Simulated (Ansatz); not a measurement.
# Pd(111) with 4 layers of random Pd-Zn, 2x2: scattering by chemical disorder, part 2 of 2

Wanted: resistance against the alloy's length, first Pd(111) with 4 layers of random Pd-Zn, 2x2.

Ansatz 0.2.0; Ansatz plane-wave DFT, PBE, PAW files; ballistic transport by layer matching (Landauer), zero bias; PAW set soft_1.

So far. Step 3 (With 8 alloy layers): Over the solved energies the transmission per spin lies between 1.27 and 1.51, out of 5.48 channels of the lead on average (up to 6.44).

**4. With 12 alloy layers**

In 12 layers a share of 0.5 of the sites is given to Zn at random. A fresh draw is used; the growth of the resistance with length is what counts.

System of this step: Pd(111) with 12 layers of random Pd-Zn, 2x2. The cell holds 72 atoms: 48 Pd and 24 Zn. Its edges and angles: a = 5.501 Å, b = 5.501 Å, c = 40.424 Å, α = 90.0°, β = 90.0°, γ = 120.0°. It derives from Pd. Regions: lead, 24 atoms (24 Pd); scattering region, 48 atoms (24 Zn and 24 Pd). The structure is stacked along c, and the current runs across the ab planes.

Contents of input.yaml:

```yaml
crystal:
  lattice:
    - [5.5010079149, 0.0, 0.0]
    - [-2.7505039575, 4.7640126007, 0.0]
    - [0.0, 0.0, 40.4239873877]
  atoms:
    - { symbol: Pd, position: [0.0, 0.0, 0.0277777778] }
    - { symbol: Pd, position: [0.0, 0.5, 0.0277777778] }
    - { symbol: Pd, position: [0.5, 0.0, 0.0277777778] }
    - { symbol: Pd, position: [0.5, 0.5, 0.0277777778] }
    - { symbol: Pd, position: [0.1666666667, 0.3333333333, 0.0833333333] }
    - { symbol: Pd, position: [0.1666666667, 0.8333333333, 0.0833333333] }
    - { symbol: Pd, position: [0.6666666667, 0.3333333333, 0.0833333333] }
    - { symbol: Pd, position: [0.6666666667, 0.8333333333, 0.0833333333] }
    - { symbol: Pd, position: [0.3333333333, 0.1666666667, 0.1388888889] }
    - { symbol: Pd, position: [0.3333333333, 0.6666666667, 0.1388888889] }
    - { symbol: Pd, position: [0.8333333333, 0.1666666667, 0.1388888889] }
    - { symbol: Pd, position: [0.8333333333, 0.6666666667, 0.1388888889] }
    - { symbol: Zn, position: [0.0, 0.0, 0.1944444444] }
    - { symbol: Pd, position: [0.0, 0.5, 0.1944444444] }
    - { symbol: Zn, position: [0.5, 0.0, 0.1944444444] }
    - { symbol: Zn, position: [0.5, 0.5, 0.1944444444] }
    - { symbol: Zn, position: [0.1666666667, 0.3333333333, 0.25] }
    - { symbol: Pd, position: [0.1666666667, 0.8333333333, 0.25] }
    - { symbol: Zn, position: [0.6666666667, 0.3333333333, 0.25] }
    - { symbol: Pd, position: [0.6666666667, 0.8333333333, 0.25] }
    - { symbol: Pd, position: [0.3333333333, 0.1666666667, 0.3055555556] }
    - { symbol: Pd, position: [0.3333333333, 0.6666666667, 0.3055555556] }
    - { symbol: Pd, position: [0.8333333333, 0.1666666667, 0.3055555556] }
    - { symbol: Pd, position: [0.8333333333, 0.6666666667, 0.3055555556] }
    - { symbol: Zn, position: [0.0, 0.0, 0.3611111111] }
    - { symbol: Zn, position: [0.0, 0.5, 0.3611111111] }
    - { symbol: Pd, position: [0.5, 0.0, 0.3611111111] }
    - { symbol: Pd, position: [0.5, 0.5, 0.3611111111] }
    - { symbol: Zn, position: [0.1666666667, 0.3333333333, 0.4166666667] }
    - { symbol: Zn, position: [0.1666666667, 0.8333333333, 0.4166666667] }
    - { symbol: Pd, position: [0.6666666667, 0.3333333333, 0.4166666667] }
    - { symbol: Pd, position: [0.6666666667, 0.8333333333, 0.4166666667] }
    - { symbol: Zn, position: [0.3333333333, 0.1666666667, 0.4722222222] }
    - { symbol: Zn, position: [0.3333333333, 0.6666666667, 0.4722222222] }
    - { symbol: Zn, position: [0.8333333333, 0.1666666667, 0.4722222222] }
    - { symbol: Zn, position: [0.8333333333, 0.6666666667, 0.4722222222] }
    - { symbol: Pd, position: [0.0, 0.0, 0.5277777778] }
    - { symbol: Zn, position: [0.0, 0.5, 0.5277777778] }
    - { symbol: Pd, position: [0.5, 0.0, 0.5277777778] }
    - { symbol: Zn, position: [0.5, 0.5, 0.5277777778] }
    - { symbol: Zn, position: [0.1666666667, 0.3333333333, 0.5833333333] }
    - { symbol: Zn, position: [0.1666666667, 0.8333333333, 0.5833333333] }
    - { symbol: Zn, position: [0.6666666667, 0.3333333333, 0.5833333333] }
    - { symbol: Pd, position: [0.6666666667, 0.8333333333, 0.5833333333] }
    - { symbol: Pd, position: [0.3333333333, 0.1666666667, 0.6388888889] }
    - { symbol: Pd, position: [0.3333333333, 0.6666666667, 0.6388888889] }
    - { symbol: Pd, position: [0.8333333333, 0.1666666667, 0.6388888889] }
    - { symbol: Zn, position: [0.8333333333, 0.6666666667, 0.6388888889] }
    - { symbol: Pd, position: [0.0, 0.0, 0.6944444444] }
    - { symbol: Pd, position: [0.0, 0.5, 0.6944444444] }
    - { symbol: Pd, position: [0.5, 0.0, 0.6944444444] }
    - { symbol: Pd, position: [0.5, 0.5, 0.6944444444] }
    - { symbol: Pd, position: [0.1666666667, 0.3333333333, 0.75] }
    - { symbol: Zn, position: [0.1666666667, 0.8333333333, 0.75] }
    - { symbol: Zn, position: [0.6666666667, 0.3333333333, 0.75] }
    - { symbol: Zn, position: [0.6666666667, 0.8333333333, 0.75] }
    - { symbol: Pd, position: [0.3333333333, 0.1666666667, 0.8055555556] }
    - { symbol: Pd, position: [0.3333333333, 0.6666666667, 0.8055555556] }
    - { symbol: Zn, position: [0.8333333333, 0.1666666667, 0.8055555556] }
    - { symbol: Zn, position: [0.8333333333, 0.6666666667, 0.8055555556] }
    - { symbol: Pd, position: [0.0, 0.0, 0.8611111111] }
    - { symbol: Pd, position: [0.0, 0.5, 0.8611111111] }
    - { symbol: Pd, position: [0.5, 0.0, 0.8611111111] }
    - { symbol: Pd, position: [0.5, 0.5, 0.8611111111] }
    - { symbol: Pd, position: [0.1666666667, 0.3333333333, 0.9166666667] }
    - { symbol: Pd, position: [0.1666666667, 0.8333333333, 0.9166666667] }
    - { symbol: Pd, position: [0.6666666667, 0.3333333333, 0.9166666667] }
    - { symbol: Pd, position: [0.6666666667, 0.8333333333, 0.9166666667] }
    - { symbol: Pd, position: [0.3333333333, 0.1666666667, 0.9722222222] }
    - { symbol: Pd, position: [0.3333333333, 0.6666666667, 0.9722222222] }
    - { symbol: Pd, position: [0.8333333333, 0.1666666667, 0.9722222222] }
    - { symbol: Pd, position: [0.8333333333, 0.6666666667, 0.9722222222] }
kpoints:
  mp_grid: { grid: [5, 5, 1] }
hamiltonian:
  xc: pbe
  pseudopotentials: { kind: paw, azcp: { folder: soft_1 } }
scf:
  occupations: { method: fermi_dirac, width: 0.1 }
output:
  transmission:
    leads: [[0, 4]]
    kmesh: [10, 10]
    e_range: [-0.05, 0.05]
    de: 0.05
  write_potential: true
  write_density: true
  volumetric_format: npy
```

Started as:

```bash
ansatz run input.yaml --threads 4 --pin off --max-ram 15360MiB --backend cpu --events-out ev --progress --plain --runs-dir out
```

Numbers of over 12 decimals in the logs are rounded to 6 here.

Output:

```text
[...]
Crystal: 72 atoms, lattice volume = 1059.386 Å³
Basis set: ecut = 420 eV, 20709 PW (Γ)
Bands: 692, of which v1, the nominal top of the filled ones, is band 576 counted from 1 (575 counted from 0)
Symmetry: 1 space group operations
[...]
k-points: 13 of 25 (time reversal used)
[...]
SCF iter   1: F=—  HF=-414509.533262 eV  |F-HF|=—  |Δ(HF+E_count)|=         —  Δρ=2.23e-1  dr2=1.46e3  ethr=3.10e-3  ⟨swp⟩=5.0  Hψ=36472  notcnv=0  defer=704
[...]
SCF iter  16: F=-414374.497695 eV  HF=-414374.497695 eV  |F-HF|=3.88e-8  |Δ(HF+E_count)|=   3.49e-9  Δρ=4.50e-7  dr2=4.02e-8  ethr=8.68e-12  ⟨swp⟩=10.8  Hψ=35018  notcnv=0
SCF 1 converged in 16 iterations: F = -414374.497695 eV  dr2 = 4.02e-8
[...]
transmission: 330 of 3276 steps passed
transmission: 656 of 3276 steps passed
[...]
transmission: 3276 of 3276 steps passed
SCF converged after 16 iterations
Free energy (F): -414374.497695 eV
[...]
Internal energy: -414372.455438 eV  (E = F + TS)
E sigma→0 (E₀):  -414373.476567 eV
Entropy (-TS):   -2.042257 eV (-28.365 meV/atom)
Fermi energy:    16.921436 eV
[...]
--- Band table (eV; the first three rows and the last of 13) ---
  k-point 0: bands = [... 572 lower, 16.9746, 16.9929, 16.9965, 17.0366, 17.0372, 17.0394, 17.0846, 17.1212, ... 112 higher]
  k-point 1: bands = [... 572 lower, 16.8345, 16.8427, 16.8738, 16.9208, 16.9539, 16.9756, 17.0215, 17.0375, ... 112 higher]
  k-point 2: bands = [... 572 lower, 16.8192, 16.8399, 16.8624, 16.8765, 16.8968, 16.9471, 17.0159, 17.0558, ... 112 higher]
  k-point 12: bands = [... 572 lower, 16.8193, 16.8314, 16.8661, 16.8759, 16.9272, 16.9320, 16.9593, 17.0238, ... 112 higher]
--- Transmission ---
  basis      : 235 plane waves across, 63 finite elements along
  points     : 52, standing for a mesh of 10 x 10
[...]
channels       : 5.350000e0 a spin
[...]
junction   : crystal 0 to crystal 0, 0.70 to 38.88 Å
    transmission   : 1.056787e0 a spin
[...]
```

It took 35 min on 4 threads of Arm Neoverse V1, shared host; peak memory 7.6 GiB; 2.3 h of CPU time.

Numbers from this step:

```yaml
free_energy: -414374.4977 eV
energy_at_zero_smearing: -414373.4766 eV
fermi_energy: 16.92 eV
transmission_per_spin_nearest_the_fermi_level: 1.057
open_channels_per_spin_nearest_the_fermi_level: 5.35
step_of_the_lead_s_potential: 13.4 meV
```

Per spin. Transmission, zone mean against energy, zero at the Fermi level:

```csv
energy (eV),"transmission, zone mean"
-0.0500,0.998
0.0000,1.06
0.0500,0.939
```

Over the solved energies the transmission per spin lies between 0.939 and 1.06, out of 5.57 channels of the lead on average (up to 6.56).

**5. The fit**

This step: Ansatz plane-wave DFT, PBE, PAW files; ballistic transport by layer matching (Landauer), zero bias; residual resistivity from the slope of the area resistance, atoms on the host's lattice; PAW set soft_1 (Ansatz 0.2.0).

This step gave:

```
resistivity           : 69.38 µΩ cm
intercept             : 0.7992 fΩ m²
scatter about the fit : 0.1606 fΩ m²
```

Resistance, by row:

```csv
run,length (Å),T,channels N,RA (fΩ m²)
n4,8.983,1.578,5.563,1.536
n8,17.97,1.389,5.48,1.819
n12,26.95,0.9979,5.573,2.783
```

Area resistance against length of the alloy:

```csv
length of the alloy (Å),area resistance (fΩ m²)
8.98,1.54
17.97,1.82
26.95,2.78
```

The area resistance goes from 1.5 to 2.8 fΩ m² between 9.0 and 26.9 Å, a slope of 69 µΩ cm.

By hand from the end points: (2.783 − 1.536) fΩ m² / (26.95 − 8.98) Å = 69 µΩ cm, since 1 fΩ m² per Å is 1000 µΩ cm.

**6. Results**

| Item | Value |
| --- | --- |
| resistivity from the slope | 69.4 µΩ cm |
| area resistance over 8.98 Å | 1.54 fΩ m² |
| area resistance over 18.0 Å | 1.82 fΩ m² |
| area resistance over 26.9 Å | 2.78 fΩ m² |

**Reading.** The slope gives 69 µΩ cm. The points scatter by 0.16 fΩ m² about the line, with one random draw a length in a 2x2 cell, so the slope is a rough value. The lead's own channel count moves between the runs (5.56, 5.48 and 5.57), which shifts RA and the slope too. Read with a model of isotropic scattering on a spherical Fermi surface and the lead's 1.6×10¹⁵ S/m², this slope means a mean free path near 6.6 Å (a rough figure, since the alloy's own channel count differs); over these lengths the model's slope is within 3 % of its bulk resistivity. The atoms sit on the host's lattice, so scattering by size misfit is left out. With 50 % of Zn, whose own structure is another, this is a hypothetical phase.

[Logs are printed without paths, hosts, clocks, repeated set-up lines and the standing remarks that a program may print on its own settings, such as how far it seeks lower states.]

[Hosts, paths, dates, database ids (printed as entryN), source tags and the programs' standing remarks are cut or masked in the printed files.]
